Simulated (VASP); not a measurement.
# BAs (F-43m) in VASP: notebook

One crystal, BAs, is run at these levels: PBE, BEEF-vdW; tasks: G0W0 quasiparticle levels, chemical shielding.

Everything below comes from runs of VASP 6.6.1. Logs are shortened: lines on timing, memory, paths and dates and some standing lists are left out, and cuts for length are marked.

## 1. The crystal as given

The structure is cubic, space group F-43m (No. 216). The conventional cell has a = 4.777 Å, b = 4.777 Å, c = 4.777 Å, α = 90.00°, β = 90.00°, γ = 90.00°. As (site symmetry -43m) has 4 B at 2.07 Å as nearest neighbours. Around B (site symmetry -43m) lie 4 As at 2.07 Å.

## 2. G0W0 quasiparticle levels, PBE

File POSCAR:

```
BAs
1.0
    0.0000000000      2.3885000000      2.3885000000
    2.3885000000      0.0000000000      2.3885000000
    2.3885000000      2.3885000000      0.0000000000
As B
1 1
Direct
    0.7500000000      0.7500000000      0.7500000000
    0.0000000000      0.0000000000      0.0000000000
```

File INCAR.step1:

```
SYSTEM = BAs
PREC = Accurate
ENCUT = 520
EDIFF = 1E-8
ISMEAR = 0
SIGMA = 0.01
LREAL = .False.
LASPH = .True.
NELM = 100
ALGO = Normal
LWAVE = .True.
LCHARG = .False.
GGA = PE
```

File INCAR.step2:

```
SYSTEM = BAs
PREC = Accurate
ENCUT = 520
EDIFF = 1E-8
ISMEAR = 0
SIGMA = 0.01
LREAL = .False.
LASPH = .True.
NELM = 1
ALGO = Exact
LWAVE = .True.
LCHARG = .False.
GGA = PE
NBANDS = 36
LOPTICS = .True.
ISTART = 1
```

File INCAR.step3:

```
SYSTEM = BAs
PREC = Accurate
ENCUT = 520
EDIFF = 1E-8
ISMEAR = 0
SIGMA = 0.01
LREAL = .False.
LASPH = .True.
ALGO = EVGW0
LWAVE = .False.
LCHARG = .False.
GGA = PE
NELMGW = 1
NBANDS = 36
ENCUTGW = 150
NOMEGA = 48
PRECFOCK = Fast
ISTART = 1
NBANDSGW = 12
```

File KPOINTS:

```
Automatic mesh
0
Gamma
  3 3 3
  0 0 0
```

Potentials or basis: VASP PAW PBE potentials, release 64 (As_GW, B_GW).

Launch:

```sh
$ cat potpaw_PBE.64/As_GW/POTCAR potpaw_PBE.64/B_GW/POTCAR > POTCAR
$ cp INCAR.step1 INCAR
$ mpirun -np 1 vasp_std > vasp.out
$ cp INCAR.step2 INCAR
$ mpirun -np 1 vasp_std > vasp.out
$ cp INCAR.step3 INCAR
$ mpirun -np 1 vasp_std > vasp.out
```

OUTCAR:

```text
SYSTEM = BAs
   PREC = Accurate
   ENCUT = 520
   EDIFF = 1E-8
   ISMEAR = 0
   LREAL = .False.
   LASPH = .True.
   GGA = PE
   NELMGW = 1
   ENCUTGW = 150
   PRECFOCK = Fast
   ISTART = 1

 Found      4 irreducible k-points:

 Following reciprocal coordinates:
            Coordinates               Weight
  0.000000  0.000000  0.000000      1.000000
  0.333333  0.000000  0.000000      8.000000
  0.333333  0.333333  0.000000      6.000000
 -0.333333  0.333333  0.000000     12.000000
   k-points           NKPTS =      4   k-points in BZ     NKDIM =     27   number of bands    NBANDS=     36
   number of dos      NEDOS =    301   number of ions     NIONS =      2
   total plane-waves  NPLWV =  21952
   dimension x,y,z NGX =    28 NGY =   28 NGZ =   28
   dimension x,y,z NGXF=    56 NGYF=   56 NGZF=   56
   ions per type =               1   1
   NGX,Y,Z   is equivalent  to a cutoff of  13.78, 13.78, 13.78 a.u.
   NGXF,Y,Z  is equivalent  to a cutoff of  27.56, 27.56, 27.56 a.u.
 SYSTEM =  BAs
   PREC   = accura    normal or accurate (medium, high low for compatibility)
   ISTART =      1    job   : 0-new  1-cont  2-samecut
   ICHARG =      0    charge: 1-file 2-atom 10-const
   ISPIN  =      1    spin polarized calculation?
   LNONCOLLINEAR =      F non collinear calculations
   LSORBIT =      F    spin-orbit coupling
   LASPH  =      T    aspherical Exc in radial PAW
   ENCUT  =  520.0 eV  38.22 Ry    6.18 a.u.   6.28  6.28  6.28*2*pi/ulx,y,z
   NELM   =     60;   NELMIN=  2; NELMDL=  0     # of ELM steps
   EDIFF  = 0.1E-07   stopping-criterion for ELM
   LREAL  =      F    real-space projection
   EDIFFG = 0.1E-06   stopping-criterion for IOM
   NSW    =      0    number of steps for IOM
   IBRION =     -1    ionic relax: 0-MD 1-quasi-New 2-CG
   NFREE  =      0    steps in history (QN), initial steepest desc. (CG)
   ISIF   =      0    stress and relaxation
   ISYM   =      3    0-nonsym 1-usesym 2-fastsym
   POTIM  = 0.5000    time-step for ionic-motion
   TEBEG  =    0.0;   TEEND  =   0.0 temperature during run
   PSTRESS=    0.0 pullay stress
   NELECT =       8.0000    total number of electrons
   NUPDOWN=      -1.0000    fix difference up-down
   EMIN   =  10.00;   EMAX   =-10.00  energy-range for DOS
   EFERMI =   0.00;   METHOD = LEGACY
   ISMEAR =     0;   SIGMA  =   0.01  broadening in eV -4-tet -1-fermi 0-gaus
   EFERMI_NEDOS =   21; number of points for ismear=-14 and -15
   IALGO  =     38    algorithm
   IMIX   =      4    mixing-type and parameters
     AMIX     =   0.40;   BMIX     =  1.00
     AMIX_MAG =   1.60;   BMIX_MAG =  1.00
  volume/ion in A,a.u.               =      13.63        91.95
  Fermi-wavevector in a.u.,A,eV,Ry     =   1.088018  2.056057 16.106360  1.183784
  Thomas-Fermi vector in A             =   2.224191
   LORBIT       =      0    0 simple, 1 ext, 2 COOP (PROOUT), +10 PAW based schemes
   GGA     = PE    functional components
   LHFCALC =     T    Hartree Fock is set to
   PRECFOCK=fast      Normal, Fast or Accurate (Low or Medium for compatibility)
   ENCUT4O =  -1.0   cutoff for four orbital integrals eV
   NKREDX  =     1    reduce k-point grid by
   NKREDY  =     1    reduce k-point grid by
   NKREDZ  =     1    reduce k-point grid by
   AEXX    =    1.0000 exact exchange contribution
   HFSCREEN=    0.0000 screening length (either q_TF or 0.3 A-1)
   HFSCREENC=   0.0000 screening length for correlation (either q_TF or 0.3 A-1)
   ENCUTFOCK=  -1.0 apply spherical cutoff to Coloumb kernel
   IVDW    =     0    specifies the selected vdW correction
   LEPSILON=     F    determine dielectric tensor
   LRPA    =     F    only Hartree local field effects (RPA)
   LRPAFORCE           =     F    calculate RPA forces
   ENCUTGW             = 150.0    cutoff for response function in eV
   ENCUTGWSOFT         = 120.0    soft cutoff for Coulomb kernel in GW response function in eV
   ENCUTLF             =  -1.0    cutoff for local field effects
   NELMGW              =     1    number of iterations in solving QP/BSE equation
   NELMHF              =     1    number of iterations in the inner HF iteration
   NKREDLFX            =     1    NKREDLFY  =   1   NKREDLFZ  =   1
 non-spin polarized calculation
 Gauss-broadening in eV      SIGMA  =   0.01
  energy-cutoff  :      520.00
  volume of cell :       27.25
 maximum number of plane-waves:       751
 NGX is ok and might be reduce to    28
  NGX = 14; NGY = 14; NGZ = 14
   NGX = 13   NGY = 13   NGZ = 13
 maximum number of plane-waves:       117

 QP shifts <psi_nk| G(iteration)W_0 |psi_nk>: iteration 1
 for sc-GW calculations column KS-energies equals QP-energies in previous step
 and V_xc(KS)=  KS-energies - (<T + V_ion + V_H > + <T+V_H+V_ion>^1  + <V_x>^1)

 k-point   1 :       0.0000    0.0000    0.0000
  band No.  KS-energies  QP-energies   sigma(KS)   V_xc(KS)     V^pw_x(r,r')   Z            occupation Imag(sigma)

      1      -9.1660      -9.7469     -12.4339     -11.6435     -19.5360       0.7348       2.0000       1.3258
      2       6.2712       6.0942     -12.8354     -12.6128     -14.7586       0.7946       2.0000       0.0696
      3       6.2712       6.0942     -12.8354     -12.6128     -14.7586       0.7946       2.0000       0.0696
      4       6.2712       6.0942     -12.8354     -12.6128     -14.7586       0.7946       2.0000       0.0696
      5       9.5020      10.1181     -10.5960     -11.3721      -6.3473       0.7938       0.0000      -0.1109
      6       9.5020      10.1181     -10.5960     -11.3721      -6.3473       0.7938       0.0000      -0.1109
      7       9.5020      10.1181     -10.5960     -11.3721      -6.3473       0.7938       0.0000      -0.1109
      8      10.9397      11.8388     -11.4303     -12.6009      -6.1731       0.7681       0.0000      -0.1799
      9      15.8264      15.9855      -8.6086      -8.8102      -2.9262       0.7888       0.0000      -0.3281
     10      19.1542      19.5519      -9.8947     -10.4035      -4.3232       0.7816       0.0000      -0.3244
     11      19.1542      19.5519      -9.8947     -10.4035      -4.3232       0.7816       0.0000      -0.3244
     12      20.5657      20.8816      -8.5691      -8.9572      -2.4337       0.8140       0.0000      -0.5372

 k-point   2 :       0.3333    0.0000    0.0000
  band No.  KS-energies  QP-energies   sigma(KS)   V_xc(KS)     V^pw_x(r,r')   Z            occupation Imag(sigma)

      1      -7.4438      -7.9600     -12.5635     -11.8435     -19.0406       0.7169       2.0000       1.0015
      2      -0.4983      -0.9559     -12.2101     -11.6070     -15.9378       0.7587       2.0000       0.2850
      3       4.7429       4.5095     -12.6393     -12.3431     -14.8961       0.7879       2.0000       0.0908
      4       4.7429       4.5095     -12.6393     -12.3431     -14.8961       0.7879       2.0000       0.0908
      5       9.1088       9.7039     -10.8283     -11.5888      -6.3177       0.7827       0.0000      -0.1175
      6      11.0554      11.6409     -10.4113     -11.1536      -5.7666       0.7887       0.0000      -0.1455
      7      11.0554      11.6409     -10.4113     -11.1536      -5.7666       0.7887       0.0000      -0.1455
      8      14.9413      15.4922     -10.0157     -10.7383      -4.0884       0.7624       0.0000      -0.3126
      9      17.7370      18.0873      -9.1041      -9.5443      -3.2343       0.7959       0.0000      -0.4181
     10      18.2369      18.6328      -9.6163     -10.1138      -3.9604       0.7958       0.0000      -0.3928
     11      18.2369      18.6328      -9.6163     -10.1138      -3.9604       0.7958       0.0000      -0.3928
     12      22.4264      23.0244      -9.8292     -10.6213      -3.1759       0.7550       0.0000      -0.7097

 k-point   3 :       0.3333    0.3333    0.0000
  band No.  KS-energies  QP-energies   sigma(KS)   V_xc(KS)     V^pw_x(r,r')   Z            occupation Imag(sigma)

      1      -6.8220      -7.3593     -12.6097     -11.8842     -18.8099       0.7407       2.0000       0.9232
      2       0.3097      -0.0946     -12.7987     -12.2709     -16.3876       0.7663       2.0000       0.2518
      3       2.7880       2.4454     -12.3356     -11.8942     -15.0922       0.7763       2.0000       0.1252
      4       2.7880       2.4454     -12.3356     -11.8942     -15.0922       0.7763       2.0000       0.1252
      5       7.5067       7.8253      -9.9536     -10.3531      -5.8545       0.7974       0.0000      -0.0897
      6       9.3530       9.6490      -9.5355      -9.9074      -4.9283       0.7959       0.0000      -0.1162
      7      15.3951      16.2117     -11.0256     -12.0872      -5.2820       0.7693       0.0000      -0.3257
      8      15.3951      16.2117     -11.0256     -12.0872      -5.2820       0.7693       0.0000      -0.3257
      9      17.7527      18.4958     -10.7026     -11.6705      -4.4117       0.7677       0.0000      -0.4566
     10      21.8027      22.2785      -9.8554     -10.4631      -3.8833       0.7830       0.0000      -0.5643
     11      22.0284      22.6470      -9.7560     -10.5751      -3.3075       0.7552       0.0000      -0.6679
     12      25.5846      25.9142      -9.2437      -9.6689      -2.5481       0.7751       0.0000      -0.9463

 k-point   4 :      -0.3333    0.3333    0.0000
  band No.  KS-energies  QP-energies   sigma(KS)   V_xc(KS)     V^pw_x(r,r')   Z            occupation Imag(sigma)

      1      -5.3389      -5.7429     -12.7902     -12.2477     -18.4719       0.7446       2.0000       0.7241
      2      -1.6115      -2.1640     -12.7012     -11.9690     -17.1029       0.7545       2.0000       0.4099
      3       0.1557      -0.3257     -11.6226     -11.0017     -14.8096       0.7753       2.0000       0.2101
      4       3.1963       2.8737     -12.4261     -12.0125     -15.0694       0.7799       2.0000       0.1149
      5       8.7105       9.0553      -9.8343     -10.2681      -5.4295       0.7948       0.0000      -0.1041
      6      13.5077      14.2880     -10.6747     -11.6906      -5.1127       0.7681       0.0000      -0.2533
      7      14.3611      15.1362     -10.7104     -11.7083      -5.1335       0.7767       0.0000      -0.2970
      8      15.6003      16.2629     -10.8442     -11.7058      -4.9694       0.7689       0.0000      -0.3535
      9      15.7165      16.1339      -9.8516     -10.3779      -4.5675       0.7931       0.0000      -0.2642
     10      18.3555      18.6935      -9.5621      -9.9828      -4.0988       0.8035       0.0000      -0.3677
     11      23.1138      23.8209     -10.3640     -11.3135      -3.3080       0.7446       0.0000      -0.8485
     12      24.7310      25.0465      -8.8982      -9.3002      -2.4061       0.7846       0.0000      -0.8080
```

Wall time 16 s (1 thread of Intel Xeon Platinum 8259CL at 2.50GHz (Skylake/Cascade Lake), shared host); peak memory 0.2 GiB.

These settings aren't checked as converged: the numbers below hold their error.

What came out:

```
Band gap on the k mesh, mean-field level : 1.24 eV, indirect (least direct gap 3.23 eV)
Quasiparticle gap                        : 1.73 eV
Least direct quasiparticle gap           : 4.02 eV
```

Caveat: the k mesh is coarse (spacing up to 0.76 Å⁻¹), so the values aren't converged; bands, screening cutoff and mesh are small and nothing is extrapolated, so the quasiparticle values aren't converged; an odd mesh through Γ misses points on the zone boundary, where band edges often lie.

## 3. G0W0 quasiparticle levels, PBE

POSCAR is that of step 2.

Changes to INCAR.step1 since step 2:

```diff
@@ -2,3 +2,3 @@
 PREC = Accurate
-ENCUT = 520
+ENCUT = 450
 EDIFF = 1E-8
```

Changes to INCAR.step2 since step 2:

```diff
@@ -2,3 +2,3 @@
 PREC = Accurate
-ENCUT = 520
+ENCUT = 450
 EDIFF = 1E-8
@@ -13,3 +13,3 @@
 GGA = PE
-NBANDS = 36
+NBANDS = 113
 LOPTICS = .True.
```

Changes to INCAR.step3 since step 2:

```diff
@@ -2,3 +2,3 @@
 PREC = Accurate
-ENCUT = 520
+ENCUT = 450
 EDIFF = 1E-8
@@ -13,4 +13,4 @@
 NELMGW = 1
-NBANDS = 36
-ENCUTGW = 150
+NBANDS = 113
+ENCUTGW = 75
 NOMEGA = 48
```

KPOINTS is that of step 2.

Potentials or basis: VASP PAW PBE potentials, release 64 (As_GW, B_GW).

Launch:

```sh
$ cat potpaw_PBE.64/As_GW/POTCAR potpaw_PBE.64/B_GW/POTCAR > POTCAR
$ cp INCAR.step1 INCAR
$ mpirun -np 1 vasp_std > vasp.out
$ cp INCAR.step2 INCAR
$ mpirun -np 1 vasp_std > vasp.out
$ cp INCAR.step3 INCAR
$ mpirun -np 1 vasp_std > vasp.out
```

OUTCAR:

```text
SYSTEM = BAs
   PREC = Accurate
   ENCUT = 450
   EDIFF = 1E-8
   ISMEAR = 0
   LREAL = .False.
   LASPH = .True.
   GGA = PE
   NELMGW = 1
   ENCUTGW = 75
   PRECFOCK = Fast
   ISTART = 1

 Found      4 irreducible k-points:

 Following reciprocal coordinates:
            Coordinates               Weight
  0.000000  0.000000  0.000000      1.000000
[... 85 lines left out ...]
      2       6.2712       6.0026     -12.9511     -12.6127     -14.7586       0.7939       2.0000       0.0986
      3       6.2712       6.0026     -12.9511     -12.6127     -14.7586       0.7939       2.0000       0.0986
      4       6.2712       6.0026     -12.9511     -12.6127     -14.7586       0.7939       2.0000       0.0986
      5       9.5022       9.9060     -10.8591     -11.3720      -6.3473       0.7873       0.0000      -0.0762
      6       9.5022       9.9060     -10.8591     -11.3720      -6.3473       0.7873       0.0000      -0.0762
      7       9.5022       9.9060     -10.8591     -11.3720      -6.3473       0.7873       0.0000      -0.0762
      8      10.9398      11.6743     -11.6398     -12.6009      -6.1731       0.7641       0.0000      -0.1357
      9      15.8266      15.7353      -8.9257      -8.8101      -2.9261       0.7902       0.0000      -0.3069
     10      19.1544      19.2539     -10.2758     -10.4036      -4.3233       0.7782       0.0000      -0.2817
     11      19.1544      19.2539     -10.2758     -10.4036      -4.3233       0.7782       0.0000      -0.2817
     12      20.5662      20.4471      -9.1027      -8.9570      -2.4337       0.8173       0.0000      -0.6760
[... 36 lines left out ...]
      1      -5.3389      -5.7628     -12.8213     -12.2478     -18.4720       0.7392       2.0000       0.7096
      2      -1.6114      -2.2241     -12.7781     -11.9690     -17.1029       0.7573       2.0000       0.3975
      3       0.1557      -0.4203     -11.7451     -11.0017     -14.8096       0.7748       2.0000       0.2021
      4       3.1964       2.7889     -12.5357     -12.0124     -15.0695       0.7787       2.0000       0.1238
      5       8.7106       8.8518     -10.0904     -10.2680      -5.4294       0.7943       0.0000      -0.0830
      6      13.5084      14.0462     -10.9890     -11.6901      -5.1125       0.7671       0.0000      -0.2037
      7      14.3617      14.8829     -11.0363     -11.7080      -5.1334       0.7758       0.0000      -0.2534
      8      15.6007      16.0336     -11.1395     -11.7060      -4.9689       0.7644       0.0000      -0.3045
      9      15.7170      15.8887     -10.1604     -10.3779      -4.5681       0.7900       0.0000      -0.2291
     10      18.3558      18.3960      -9.9327      -9.9829      -4.0989       0.8017       0.0000      -0.3339
     11      23.1158      23.5097     -10.7827     -11.3129      -3.3076       0.7432       0.0000      -0.7708
     12      24.7319      24.6898      -9.3541      -9.3001      -2.4061       0.7796       0.0000      -0.7671
```

Run time: 15 s. Hardware: 1 thread of Intel Xeon Platinum 8259CL at 2.50GHz (Skylake/Cascade Lake), shared host; peak memory 0.18 GiB.

These settings aren't checked as converged: the numbers below hold their error.

Results:

```
Band gap on the k mesh, mean-field level : 1.24 eV, indirect (least direct gap 3.23 eV)
Quasiparticle gap                        : 1.63 eV
Least direct quasiparticle gap           : 3.90 eV
```

Caveat: the k mesh is coarse (spacing up to 0.76 Å⁻¹), so the values aren't converged; bands, screening cutoff and mesh are small and nothing is extrapolated, so the quasiparticle values aren't converged; an odd mesh through Γ misses points on the zone boundary, where band edges often lie.

[end of part 1 of 3]
